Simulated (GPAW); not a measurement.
A run of GPAW 26.7.0:

The input run.py:

```python
from ase import Atoms
from ase.eos import EquationOfState
from ase.io import Trajectory
from ase.units import GPa
from gpaw import GPAW, PW, setup_paths

setup_paths.insert(0, '.')

atoms = Atoms(['Sn'],
              cell=[[-1.8946518192, 1.8946518192, 1.8946518192],
                    [1.8946518192, -1.8946518192, 1.8946518192],
                    [1.8946518192, 1.8946518192, -1.8946518192]],
              scaled_positions=[[0.0, 0.0, 0.0]],
              pbc=True)

traj = Trajectory('eos.traj', 'w')
volumes, energies = [], []
for x in [0.94, 0.96, 0.98, 1.0, 1.02, 1.04, 1.06]:
    a = atoms.copy()
    a.set_cell(atoms.cell * x**(1 / 3), scale_atoms=True)
    calc = GPAW(mode=PW(600),
                xc='PBEsol',
                kpts={'size': (10, 10, 10), 'gamma': True},
                occupations={'name': 'fermi-dirac', 'width': 0.05},
                nbands=14,
                convergence={'density': 1e-05, 'energy': 1e-05},
                maxiter=150,
                txt=f'eos-{x:.2f}.txt')
    a.calc = calc
    energies.append(a.get_potential_energy(force_consistent=True))
    volumes.append(a.get_volume())
    p = -a.get_stress()[:3].mean() / GPa
    calc.write(f'eos-{x:.2f}.gpw')
    traj.write(a)
    print(f'{x:.2f} {volumes[-1]:10.4f} A^3 {energies[-1]:14.6f} eV {p:9.3f} GPa', flush=True)

v0, e0, B = EquationOfState(volumes, energies, eos='birchmurnaghan').fit()
print(f'V0 = {v0:.4f} A^3, E0 = {e0:.6f} eV, B0 = {B / GPa:.2f} GPa')
```

Potentials or basis: PAW data sets generated in the run's folder for this functional, pw.

Command:

```bash
$ gpaw-setup -f PBEsol Sn
$ OMP_NUM_THREADS=1 python run.py
```

Hardware: 1 thread of Arm Neoverse V2, with other jobs on the host.

How long does it take, and how much memory?

It took 46 s on 1 thread of Arm Neoverse V2, on a shared host, peak memory 0.22 GiB. Counts: scf iterations 56, plane waves 887, bands 14, k points 47.
